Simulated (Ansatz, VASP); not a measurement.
Two plane-wave programs on InAs

```
In As
1.0
     4.37439    0.00000    0.00000
     0.00000    6.18633    0.00000
     0.00000    0.00000    4.37439
In As
2 2
Direct
  0.00000 0.00000 0.00000
  0.50000 0.50000 0.50000
  0.00000 0.75000 0.50000
  0.50000 0.25000 0.00000
```

Alike in both runs: task single point; functional PBE; k mesh 8 × 6 × 8; occupations gaussian, width 0.1 eV; no spin polarisation.

```csv
,VASP,Ansatz
version,VASP 6.6.1,Ansatz 0.2.0
potentials or method,"VASP PAW PBE potentials, release 64 (In_d, As)","scalar-relativistic, plane waves, PAW"
plane-wave cutoff (eV),520,420
valence electrons in the cell,36,56
```

Ansatz gave:

```
gap on the k mesh at the Fermi level (eV) : none
pressure (GPa)                            : 0.0
```

Question: Which values does VASP return?

Answer: gap on the k mesh at the Fermi level (eV): none; pressure (GPa): 0.1.

A gap of «none» marks a metal or a gap that the smearing closes. With one functional, cell and mesh, what is left measures potentials, basis and numerics. The two sets of potentials don't hold the same shells in valence.
